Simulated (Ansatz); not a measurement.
The parent structure is PbF2 in the fluorite structure (space group Fm-3m, No. 225; a = 5.8986 Å). Axes: x, y, z lie along the cube axes.

The change: tensile biaxial strain of 2.65 % in the plane normal to [111], as in epitaxy on a mismatched substrate; the out-of-plane cell vector and the atoms relax.

Levels (all Ansatz, a first-principles code, PAW): PBEsol (420 eV, spin-orbit coupling left out); r2SCAN (500 eV, without spin-orbit coupling); HSE06 (420 eV, without spin-orbit coupling).

One geometry, relaxed with PBEsol, under each level:

| level | band gap | lowest conduction level above the VBM at special points | pressure |
|---|---|---|---|
| PBEsol | 4.30 eV | F 4.30 eV; L 4.85 eV; S₀ 5.11 eV; S₂ 5.11 eV | -1.59 GPa |
| r2SCAN | [?] | [?] | [?] |
| HSE06 | 5.73 eV | F 5.73 eV; L 6.19 eV; S₀ 6.55 eV; Γ 8.01 eV | – |

Task: Give the withheld r2SCAN results.

Result: 
- r2SCAN, band gap: 4.92 eV
- r2SCAN, lowest conduction level above the VBM at special points: F 4.92 eV; L 5.29 eV; S₀ 5.72 eV; S₂ 5.72 eV
- r2SCAN, pressure: -0.79 GPa

Single points use the geometry relaxed with PBEsol. Their cutoffs differ, which shifts pressures a little. The hybrid gap comes from the SCF mesh plus the semilocal run's edge points and a few special points and is an upper bound. With Pb present, leaving out spin-orbit coupling can change the band edges. Stability against distortions was not tested. Labels are those of the standard path for the cell's own space group.
